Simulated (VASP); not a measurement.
## V under changes of volume

One of the cells (13.336 Å³/atom); the others are scaled copies at fixed shape and fractional positions:

```
CELL_PARAMETERS angstrom
2.57200 0.00000 0.00000
-1.28600 2.22741 0.00000
0.00000 0.00000 4.65584
ATOMIC_POSITIONS crystal
V 0.33333 0.66667 0.25000
V 0.66667 0.33333 0.75000
```

This isn't the form of V at room conditions, which is bcc.

| Quantity | Value |
| --- | --- |
| Program | VASP 6.6.1 |
| Functional | PBEsol |
| Potentials or basis | VASP PAW PBE potentials, release 64 (V_sv) |
| Cutoff | 520 eV |
| k mesh | 10 × 10 × 6 |
| Occupations | fermi-dirac, width 0.05 eV |
| Spin | collinear spin, ferromagnetic start |
| Starting moments | [2.0, 2.0] μB |

```csv
volume (Å³/atom),energy over the lowest point (meV/atom),pressure (GPa)
12.803,?,?
13.070,3.32,4.0
13.336,0.00,0.0
13.603,2.94,-3.5
13.870,11.57,-6.8
```

**Question.** What does the run at 12.803 Å³/atom give?

**Answer.** Energy over the lowest point 13.52 meV/atom; pressure 8.3 GPa.

Worked out: A Birch-Murnaghan fit of order 2 (a polynomial in V^(-2/3)) to the other rows has its minimum at 13.34 Å³/atom with B0 = V·E''(V) = 188 GPa at fixed shape and positions, which overstates the stiffness. It gives 13.59 meV/atom at 12.803 Å³/atom, against the run's 13.52, and -dE/dV = 8.4 GPa, against 8.3.

Energies are extrapolated to zero smearing.

Caveats: the PAW data sets were made with another functional, which shifts forces and pressure a little.
